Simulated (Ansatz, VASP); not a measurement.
## InP: VASP beside Ansatz

Wanted: the spread between two codes on one cell, functional and k mesh. The cell is a member of a volume series, scaled by 0.92 from a relaxed one, so a pressure remains.

Main program and level: Ansatz 0.2.0; plane waves, with VASP 6.6.1 beside it; single point at LDA.

### Step 1. Set-up

The structure is cubic, space group F-43m (No. 216). Conventional cell: a = 5.668 Å, b = 5.668 Å, c = 5.668 Å, α = 90.00°, β = 90.00°, γ = 90.00°. Nearest to In lie 4 P at 2.45 Å. Nearest to P lie 4 In at 2.45 Å. Farther neighbours are not listed.

Structure file:

```
In P
1.0
     0.00000    2.83392    2.83392
     2.83392    0.00000    2.83392
     2.83392    2.83392    0.00000
In P
1 1
Cartesian
  0.0000 0.0000 0.0000
  4.2509 4.2509 4.2509
```

### Step 2. VASP: single point, LDA, volume scaled by 0.92

With cell and atoms fixed, the geometry can't cause a difference; cores, projectors, grids and the points listed under the comparison can.

Lines of VASP's logs that name or quote its potential files are left out, and so is its time.

The input asks for a relaxation, which ended at its first step since no free force or stress exceeded the threshold; so it serves as a single point.

INCAR

```
SYSTEM = InP
PREC = Accurate
ENCUT = 500
EDIFF = 1E-07
NELM = 100
ISMEAR = 0
SIGMA = 0.03
LREAL = .FALSE.
ALGO = Normal
GGA = CA
NBANDS = 15
LORBIT = 11
LWAVE = .FALSE.
LCHARG = .FALSE.
KPAR = 4
IBRION = 2
NSW = 50
ISIF = 4
EDIFFG = -0.003
```

POSCAR

```
InP
1.0
    0.0000000000      2.8339152530      2.8339152530
    2.8339152530      0.0000000000      2.8339152530
    2.8339152530      2.8339152530      0.0000000000
In P
1 1
Direct
    0.0000000000      0.0000000000      0.0000000000
    0.7500000000      0.7500000000      0.7500000000
```

KPOINTS

```
Automatic mesh
0
Gamma
6 6 6
0 0 0
```

Potentials, in the order of the species: In_d and P (LDA family, release 64).

Command:

```console
mpirun -np 4 vasp_std
```

Numbers of over 12 decimals in the logs are rounded to 6 here.

What it wrote:

```text
[banner, memory and clock lines left out]
running    4 mpi-ranks, on    1 nodes
 distrk:  each k-point on    1 cores,    4 groups
 distr:  one band on    1 cores,    1 groups

 POSCAR found type information on POSCAR InP
 POSCAR found :  2 types and       2 ions
 LDA part: xc-table for (Slater(with rela. corr.)+CA(PZ))
 , standard interpolation
 POSCAR, INCAR and KPOINTS ok, starting setup
 FFT: planning ... GRIDC
 FFT: planning ... GRID_SOFT
 FFT: planning ... GRID
 WAVECAR not read
 entering main loop
       N       E                     dE             d eps       ncg     rms          rms(c)
DAV:   1     0.114569463755E+03    0.11457E+03   -0.85784E+03   488   0.136E+03
DAV:   2    -0.222836096066E+01   -0.11680E+03   -0.11181E+03   522   0.314E+02
DAV:   3    -0.985507798217E+01   -0.76267E+01   -0.75810E+01   613   0.815E+01
DAV:   4    -0.100669287826E+02   -0.21185E+00   -0.21174E+00   595   0.141E+01
DAV:   5    -0.100768943006E+02   -0.99655E-02   -0.99652E-02   721   0.275E+00    0.687E+00
DAV:   6    -0.963649709006E+01    0.44040E+00   -0.63709E-01   755   0.151E+01    0.407E+00
DAV:   7    -0.958159088710E+01    0.54906E-01   -0.19522E-01   681   0.408E+00    0.127E+00
DAV:   8    -0.957628989327E+01    0.53010E-02   -0.19183E-02   653   0.176E+00    0.548E-01
DAV:   9    -0.957598786671E+01    0.30203E-03   -0.13138E-03   663   0.427E-01    0.247E-01
DAV:  10    -0.957601446930E+01   -0.26603E-04   -0.21315E-04   733   0.232E-01    0.135E-01
DAV:  11    -0.957601438471E+01    0.84587E-07   -0.67054E-05   755   0.144E-01    0.109E-01
DAV:  12    -0.957601055942E+01    0.38253E-05   -0.91206E-06   595   0.224E-02    0.172E-02
DAV:  13    -0.957601057430E+01   -0.14880E-07   -0.10300E-06   620   0.572E-03    0.129E-02
DAV:  14    -0.957601054544E+01    0.28864E-07   -0.45350E-08   401   0.404E-03
   1 F= -.95760105E+01 E0= -.95760105E+01  d E =-.957601E+01
 curvature:   0.00 expect dE= 0.000E+00 dE for cont linesearch  0.000E+00
 trial: gam= 0.00000 g(F)=  0.416E-47 g(S)=  0.242E-32 ort = 0.000E+00 (trialstep = 0.100E+01)
 search vector abs. value=  0.100E-09
 reached required accuracy - stopping structural energy minimisation
```

OUTCAR, selected parts (step 2):

```text
ion  position               nearest neighbor table
   1  0.000  0.000  0.000-   2 2.45   2 2.45   2 2.45   2 2.45
   2  0.750  0.750  0.750-   1 2.45   1 2.45   1 2.45   1 2.45

  LATTYP: Found a face centered cubic cell.
 ALAT       =     5.6678305060

 Subroutine GETGRP returns: Found 24 space group operations
 (whereof 24 operations were pure point group operations)

The static configuration has the point symmetry T_d .

 Found     16 irreducible k-points:

   k-points           NKPTS =     16   k-points in BZ     NKDIM =     16   number of bands    NBANDS=     15

   dimension x,y,z NGX =    30 NGY =   30 NGZ =   30
   dimension x,y,z NGXF=    60 NGYF=   60 NGZF=   60

   ENCUT  =  500.0 eV  36.75 Ry    6.06 a.u.   7.31  7.31  7.31*2*pi/ulx,y,z

   NELECT =      18.0000    total number of electrons

 k-points in reciprocal lattice and weights: Automatic mesh
   0.00000000  0.00000000  0.00000000       0.005
   0.16666667  0.00000000  0.00000000       0.037
   0.33333333  0.00000000  0.00000000       0.037
   0.50000000  0.00000000  0.00000000       0.019
   0.16666667  0.16666667  0.00000000       0.028
   0.33333333  0.16666667  0.00000000       0.111
   0.50000000  0.16666667  0.00000000       0.111
  -0.33333333  0.16666667  0.00000000       0.111
  -0.16666667  0.16666667  0.00000000       0.056
[...]
-0.33333333  0.33333333  0.16666667       0.111
  -0.33333333  0.50000000  0.16666667       0.056

 average (electrostatic) potential at core
       1 -94.2207       2 -82.9211

 E-fermi :   6.3738

 k-point     1 :       0.0000    0.0000    0.0000
  band No.  band energies     occupation
    ...
      5      -8.0459      2.00000
      6      -6.0944      2.00000
      7       6.1966      2.00000
      8       6.1966      2.00000
      9       6.1966      2.00000
     10       7.2432      0.00000
     11      10.1306      0.00000
     12      10.1306      0.00000
     13      10.1306      0.00000
     14      14.9657      0.00000
    ...

 k-point     2 :       0.1667    0.0000    0.0000
  band No.  band energies     occupation
    ...
      5      -8.0455      2.00000
      6      -5.7235      2.00000
      7       3.8795      2.00000
      8       5.8261      2.00000
      9       5.8261      2.00000
     10       8.1751      0.00000
     11      10.6345      0.00000
     12      10.6345      0.00000
     13      10.7059      0.00000
     14      14.8323      0.00000
    ...

 k-point     3 :       0.3333    0.0000    0.0000
  band No.  band energies     occupation
    ...
      5      -8.0363      2.00000
      6      -4.7527      2.00000
      7       1.1790      2.00000
      8       5.2703      2.00000
      9       5.2703      2.00000
     10       7.9235      0.00000
     11      10.9780      0.00000
     12      10.9780      0.00000
     13      12.5917      0.00000
     14      15.1004      0.00000
    ...

  Total        2.0472361      2.0472361      2.0472361      0.0000000      0.0000000     -0.0000000
  in kB       72.0589509     72.0589509     72.0589509      0.0000000      0.0000000     -0.0000000
  external PRESSURE =      72.0589509 kB  Pullay stress =       0.0000000 kB

  energy-cutoff  :      500.00
  volume of cell :       45.52
      direct lattice vectors                 reciprocal lattice vectors
     0.000000000  2.833915253  2.833915253    -0.176434352  0.176434352  0.176434352
     2.833915253  0.000000000  2.833915253     0.176434352 -0.176434352  0.176434352
     2.833915253  2.833915253  0.000000000     0.176434352  0.176434352 -0.176434352

 POSITION                                       TOTAL-FORCE (eV/Angst)
 -----------------------------------------------------------------------------------
      0.00000      0.00000      0.00000        -0.000000     -0.000000      0.000000
      4.25087      4.25087      4.25087         0.000000      0.000000     -0.000000
 -----------------------------------------------------------------------------------
    total drift:                                0.000000      0.000000      0.000000

  FREE ENERGIE OF THE ION-ELECTRON SYSTEM (eV)
  ---------------------------------------------------
  free  energy   TOTEN  =        -9.5760105454 eV

  energy  without entropy=       -9.5760105454  energy(sigma->0) =       -9.57601055

 reached required accuracy - stopping structural energy minimisation

 total charge
# of ion       s       p       d       tot
------------------------------------------
    1        0.853   0.899   9.914  11.666
    2        1.026   1.551   0.000   2.577
--------------------------------------------------
tot          1.879   2.450   9.914  14.243

[... 3 further parts left out ...]
```

CONTCAR:

```
InP
   1.00000000000000
     0.0000000000000000    2.8339152529999998    2.8339152529999998
     2.8339152529999998    0.0000000000000000    2.8339152529999998
     2.8339152529999998    2.8339152529999998    0.0000000000000000
  In              P
     1     1
Direct
     0.0000000000000000    0.0000000000000000    0.0000000000000000
     0.7500000000000000    0.7500000000000000    0.7500000000000000
```

### Step 3. Ansatz: single point, LDA, volume scaled by 0.92

Ansatz runs on its default PAW (the set named soft_2) files.

The same cell, functional (in two slightly different forms), mesh and smearing now go to Ansatz, which takes its cutoff from its data sets.

input.yaml

```yaml
crystal:
  lattice:
    - [0.0, 2.83391525, 2.83391525]
    - [2.83391525, 0.0, 2.83391525]
    - [2.83391525, 2.83391525, 0.0]
  atoms:
    - { symbol: In, position: [0.0, 0.0, 0.0] }
    - { symbol: P, position: [0.75, 0.75, 0.75] }
hamiltonian:
  xc: lda
  pseudopotentials: { kind: paw }
kpoints:
  mp_grid: { grid: [6, 6, 6] }
scf:
  occupations: { method: gaussian, width: 0.03 }
  n_extra_bands: 4
output:
  forces: true
  stress: true
  eigenvalues: true
```

Command:

```console
ansatz run input.yaml --threads 2 --pin off --max-ram 4608MiB --backend cpu --events-out ev --progress --plain --runs-dir out
```

What it wrote:

```text
scf.n_extra_bands = 4 over 9 filled bands (N_el = 18.0): the run solves 13 bands
Engine: ansatz 0.2.0, aarch64-unknown-linux-gnu
Pseudopotentials: kind: paw
Pseudopotential: In, paw, valence charge 13, recommended cutoff 420 eV (normal), In.paw.azcp
Pseudopotential: P, paw, valence charge 5, recommended cutoff 420 eV (normal), P.paw.azcp
Functional definition: SPW92
  exchange = slater_x
  correlation = pw_c
Crystal: 2 atoms, lattice volume = 45.519 Å³
Basis set: ecut = 420 eV, 893 PW (Γ)
Bands: 13, of which v1, the nominal top of the filled ones, is band 9 counted from 1 (8 counted from 0)
Symmetry: 24 space group operations
Space group: F-43m (ITA 216), of the structure as read, at distance tolerance 3.6e-5 Å
k-points: 16 of 216 (time reversal used)
Non-local potential: In, projectors of the file, l = 0: 2, l = 1: 2, l = 2: 2, l = 3: 2
Non-local potential: P, projectors of the file, l = 0: 2, l = 1: 2, l = 2: 2
PAW form: soft (Blöchl's): semilocal exchange-correlation on the pseudo side does not see the compensation charge
PAW frozen core: In, regenerated for the run's functional, and the local potential with it (the file was generated under x = pbe(κ = 0.804, μ = 0.219515), c = pbe(β = 0.066725))
PAW frozen core: P, regenerated for the run's functional, and the local potential with it (the file was generated under x = pbe(κ = 0.804, μ = 0.219515), c = pbe(β = 0.066725))
PAW one-centre angular grid: In, 590 points (default); XC on 64 Gauss nodes
PAW one-centre angular grid: P, 110 points (default); XC on 64 Gauss nodes
Initial density: superposition of atomic densities (neutral atoms: chi_scale 0, normalization atom), corrected by the library's trained network
Initial wavefunctions: pseudopotential atomic-orbital guess
Functional: x = slater, c = lda
SCF iter   1: F=—  HF=-6183.465751 eV  |F-HF|=—  |Δ(HF+E_count)|=         —  Δρ=8.17e-3  dr2=2.61e-2  ethr=1.77e-3  ⟨swp⟩=6.1  Hψ=1393  notcnv=0
preconditioner: auto → none  [insulator: Δε(μ)=0.967 eV  Ē_g=15.016 eV  σ=0.030 eV  W_gap=1.00  n_scr=14 (ndim 8)  ℏωp=23.4 eV  f_vac=0.007  D(μ)=0.00/eV (n_scr^D=0)  ε∞_Penn≈3.4]
SCF iter   2: F=—  HF=-6183.457004 eV  |F-HF|=—  |Δ(HF+E_count)|=   8.75e-3  Δρ=2.38e-3  dr2=1.36e-3  ethr=1.45e-4  ⟨swp⟩=3.9  Hψ=573  notcnv=0
SCF iter   3: F=—  HF=-6183.456649 eV  |F-HF|=—  |Δ(HF+E_count)|=   3.55e-4  Δρ=7.03e-4  dr2=1.62e-4  ethr=7.56e-6  ⟨swp⟩=2.8  Hψ=378  notcnv=0
SCF iter   4: F=—  HF=-6183.456617 eV  |F-HF|=—  |Δ(HF+E_count)|=   3.19e-5  Δρ=1.89e-4  dr2=1.59e-5  ethr=8.98e-7  ⟨swp⟩=2.4  Hψ=291  notcnv=0
SCF iter   5: F=—  HF=-6183.456613 eV  |F-HF|=—  |Δ(HF+E_count)|=   4.06e-6  Δρ=2.83e-5  dr2=2.21e-7  ethr=8.82e-8  ⟨swp⟩=2.6  Hψ=422  notcnv=0
SCF iter   6: F=-6183.456613 eV  HF=-6183.456613 eV  |F-HF|=3.54e-9  |Δ(HF+E_count)|=   1.55e-8  Δρ=2.98e-6  dr2=4.08e-9  ethr=5.56e-10  ⟨swp⟩=6.8  Hψ=1015  notcnv=0
SCF 1 converged in 6 iterations: F = -6183.456613 eV  dr2 = 4.08e-9
  greatest PAW one-centre occupation: 0.981 electrons in one spin orbital (limit 2), on the In atom at site 0 (counted from 0), in its partial waves of l = 2
SCF converged after 6 iterations
Free energy (F): -6183.456613 eV
Harris-Foulkes:  -6183.456613 eV  (|F-HF|=3.54e-9)
Internal energy: -6183.456613 eV  (E = F + TS)
E sigma→0 (E₀):  -6183.456613 eV
Fermi energy:    8.616445 eV
--- Per-component energies (eV) ---
  E_band       = -37.594911
  E_kinetic    = 318.017398
  E_local      = -1341.484349  (includes V_loc(G=0)·N_el)
  E_nonlocal   = 406.177085
  E_hartree    = 528.259441
  E_xc         = -276.016497
  E_vxc        = -163.678664  (∫ρ·V_xc dr)
  E_paw        = -4556.499463  (= ΣΔE_a)
  E_vpaw       = -313.145671  (= ΣTr[D̂ρ^β])
  E_aug_tail   = 0.000028  (compensation charges beyond the density's cutoff)
  E_ewald      = -1262.312143
  E_core_change = 0.401888  (= ΣΔE_core)
  E_smearing   = -0.000000  (= −TS)
  E_closure    = -0.000000  (closes the sum)
  Σ components = -6183.456613   (vs F -6183.456613, Δ=0.00e0)
--- Forces (eV/Å), atoms counted from 1 ---
  atom   1  In    -0.00000000     0.00000000     0.00000000
  atom   2  P      0.00000000     0.00000000    -0.00000000
  max |Σ_I F_I| component: 1.48e-16 eV/Å
--- Stress (GPa, compression-positive) ---
        7.166654      -0.000000      -0.000000
        0.000000       7.166654       0.000000
       -0.000000       0.000000       7.166654
  P = ⅓ Tr σ = 7.1667 GPa (71.667 kbar)
--- Band table (eV; the first three rows and the last of 16) ---
  k-point 0: bands = [... 5 lower, -4.1969, 8.1067, 8.1067, 8.1067, 9.1252, 12.0341, 12.0341, 12.0341]
  k-point 1: bands = [... 5 lower, -3.8256, 5.7807, 7.7362, 7.7362, 10.0661, 12.5371, 12.5371, 12.6087]
  k-point 2: bands = [... 5 lower, -2.8549, 3.0804, 7.1803, 7.1803, 9.8144, 12.8819, 12.8819, 14.5007]
  k-point 15: bands = [... 5 lower, -1.1981, 1.8829, 4.7984, 4.8178, 11.2067, 11.7571, 15.0329, 15.2617]
```

Wall time 0.81 s (2 threads of Arm Neoverse V1, shared host); peak memory 0.28 GiB.

In the SCF lines HF is the Harris–Foulkes energy and dr2 the Hartree energy of the density residual, in eV; the loop may stop once dr2 is under the threshold and the program's other checks hold. Hψ counts applications of the Hamiltonian.

The run ends at a pressure of 7.17 GPa.

### Step 4. Side by side

Known differences besides the potentials themselves: the two LDA forms differ slightly; the cutoff is 420 eV in Ansatz and 500 eV in VASP; VASP's log shows a relativistic correction to its local exchange, Ansatz's none. Total energies have different zeros and are not compared.

Compared:

```
              quantity  Ansatz   VASP  difference
        pressure (GPa)    7.17   7.21       -0.04
gap on the k mesh (eV)   1.018  1.047      -0.028
```

A gap on the mesh is an upper bound, since the band edges may lie between its points. Ansatz's pressure holds a Pulay correction of 0.05 GPa; VASP's holds none.

### Step 5. Further runs

Further runs change the set-up of one program: Ansatz's method, potentials or start, or VASP's data sets, cutoff or form of LDA. The table gives Ansatz less VASP for each quantity, since a change that brings one quantity closer may part another.

```
                              run  pressure (GPa)  gap on the k mesh (eV)
                         as above          -0.039                  -0.028
Ansatz's all-electron LAPW method          -0.045                  -0.030
```

### Step 6. VASP: single point, LDA, volume scaled by 1.02

A single point gives forces, pressure and levels at one fixed geometry, so differences don't come from the geometry; what else differs is listed under the comparison. The cell compared in this pair holds 50.47 Å³, against 45.52 Å³ for the pair before.

The input asks for a relaxation, which ended at its first step since no free force or stress exceeded the threshold; so it serves as a single point.

INCAR is that of step 2.

POSCAR

```
InP
1.0
    0.0000000000      2.9330826900      2.9330826900
    2.9330826900      0.0000000000      2.9330826900
    2.9330826900      2.9330826900      0.0000000000
In P
1 1
Direct
    0.0000000000      0.0000000000      0.0000000000
    0.7500000000      0.7500000000      0.7500000000
```

KPOINTS is that of step 2.

Command:

```console
mpirun -np 4 vasp_std
```

What it wrote:

```text
[... set-up lines as in an earlier step ...]
 entering main loop
       N       E                     dE             d eps       ncg     rms          rms(c)
DAV:   1     0.109803797426E+03    0.10980E+03   -0.83758E+03   487   0.129E+03
DAV:   2    -0.222656836933E+01   -0.11203E+03   -0.10688E+03   529   0.308E+02
DAV:   3    -0.987691554910E+01   -0.76503E+01   -0.76097E+01   606   0.796E+01
DAV:   4    -0.100845325490E+02   -0.20762E+00   -0.20754E+00   609   0.143E+01
[...]
DAV:  11    -0.965578832080E+01   -0.46245E-05   -0.28537E-05   762   0.857E-02    0.716E-02
DAV:  12    -0.965578590987E+01    0.24109E-05   -0.51496E-06   557   0.192E-02    0.121E-02
DAV:  13    -0.965578589063E+01    0.19239E-07   -0.45778E-07   641   0.373E-03
   1 F= -.96557859E+01 E0= -.96557859E+01  d E =-.965579E+01
[...]
reached required accuracy - stopping structural energy minimisation
```

OUTCAR, selected parts (step 6):

```text
  Total       -0.4311744     -0.4311744     -0.4311744      0.0000000      0.0000000      0.0000000
  in kB      -13.6886513    -13.6886513    -13.6886513      0.0000000      0.0000000      0.0000000
  external PRESSURE =     -13.6886513 kB  Pullay stress =       0.0000000 kB

 POSITION                                       TOTAL-FORCE (eV/Angst)
 -----------------------------------------------------------------------------------
      0.00000      0.00000      0.00000        -0.000000     -0.000000     -0.000000
      4.39962      4.39962      4.39962         0.000000      0.000000      0.000000
 -----------------------------------------------------------------------------------
    total drift:                               -0.000000     -0.000000      0.000000

  FREE ENERGIE OF THE ION-ELECTRON SYSTEM (eV)
  ---------------------------------------------------
  free  energy   TOTEN  =        -9.6557858906 eV

  energy  without entropy=       -9.6557858906  energy(sigma->0) =       -9.65578589

[... 2 parts as in an earlier step ...]

[... 2 further parts left out ...]
[key lines of the parts left out:]
E-fermi :   5.1901
```

### Step 7. Ansatz: single point, LDA, volume scaled by 1.02

The same cell, functional (in two slightly different forms), mesh and smearing now go to Ansatz, which takes its cutoff from its data sets.

The cell is a member of a volume series, scaled by 1.02 from a relaxed one, so a pressure remains.

input.yaml, the sections that differ from step 3:

```yaml
crystal:
  lattice:
    - [0.0, 2.93308269, 2.93308269]
    - [2.93308269, 0.0, 2.93308269]
    - [2.93308269, 2.93308269, 0.0]
  atoms:
    - { symbol: In, position: [0.0, 0.0, 0.0] }
    - { symbol: P, position: [0.75, 0.75, 0.75] }
# hamiltonian, kpoints, scf, output: as in step 3
```

Command:

```console
ansatz run input.yaml --threads 2 --pin off --max-ram 4608MiB --backend cpu --events-out ev --progress --plain --runs-dir out
```

What it wrote:

```text
[...]
Crystal: 2 atoms, lattice volume = 50.466 Å³
Basis set: ecut = 420 eV, 965 PW (Γ)
Bands: 13, of which v1, the nominal top of the filled ones, is band 9 counted from 1 (8 counted from 0)
Symmetry: 24 space group operations
[...]
k-points: 16 of 216 (time reversal used)
[...]
--- Band table (eV; the first three rows and the last of 16) ---
  k-point 0: bands = [... 5 lower, -4.8252, 6.7159, 6.7159, 6.7159, 7.1799, 10.6683, 10.6683, 10.6683]
  k-point 1: bands = [... 5 lower, -4.5105, 4.4546, 6.4043, 6.4043, 8.3263, 11.0542, 11.1123, 11.1123]
  k-point 2: bands = [... 5 lower, -3.6947, 2.0656, 5.9253, 5.9253, 8.1689, 11.4625, 11.4626, 12.7997]
  k-point 15: bands = [... 5 lower, -2.3510, 0.9544, 3.8679, 3.8832, 9.8570, 10.2012, 13.3498, 13.6247]
[key lines of the parts left out:]
SCF converged after 6 iterations
Free energy (F): -6183.533575 eV
Fermi energy:    6.948929 eV
P = ⅓ Tr σ = -1.3857 GPa (-13.857 kbar)
```

Wall time 0.88 s (2 threads); peak memory 0.28 GiB.

The run ends at a pressure of -1.39 GPa.

[end of part 1 of 2]

[Lines on the potential files, build, host, timing and source positions are cut from VASP's logs without a mark.]

[Logs are printed without paths, hosts, clocks, repeated set-up lines and the standing remarks that a program may print on its own settings, such as how far it seeks lower states.]

[Hosts, paths, dates, database ids (printed as entryN), source tags and the programs' standing remarks are cut or masked in the printed files.]
